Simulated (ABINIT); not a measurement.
The system is CsH.

```
Cs H
1.0
     0.00000    3.18800    3.18800
     3.18800    0.00000    3.18800
     3.18800    3.18800    0.00000
Cs H
1 1
Cartesian
  0.0000 0.0000 0.0000
  3.1880 3.1880 3.1880
```

* Program: ABINIT 10.8.3 (patched build)
* Task: relaxation of cell and atoms
* Functional: LDA
* Potentials or basis: PseudoDojo NC SR LDA v0.4.1 standard
* Cutoff: 1007 eV
* k mesh: 5 × 5 × 5
* Occupations: fermi-dirac, width 0.05 eV
* Spin: no spin polarisation

At the start: pressure -1.3 GPa; volume 32.40 Å³/atom.

**Question.** Where does the relaxation end?

**Answer.** Over 5 steps the energy falls by 18.2 meV/atom and the volume is 28.27 Å³/atom (-12.8 %); space group Fm-3m (No. 225, to 0.05 Å).

Step by step:
```csv
step,energy change (eV),largest force (eV/Å),pressure (GPa),volume (Å³)
1,0.0000,0.0000,-1.27,64.80
2,-0.0020,0.0000,-1.24,64.55
3,-0.0354,0.0000,0.27,55.31
4,-0.0364,0.0000,-0.04,56.71
5,-0.0364,0.0000,0.00,56.54
```

Final structure:
```xyz
2
Lattice="0.0000 3.0463 3.0463 3.0463 0.0000 3.0463 3.0463 3.0463 0.0000" Properties=species:S:1:pos:R:3 pbc="T T T"
Cs    0.0000    0.0000    0.0000
H     3.0463    3.0463    3.0463
```

Caveat: the volume moved by -13 % from the deposited cell, more than functionals usually miss.
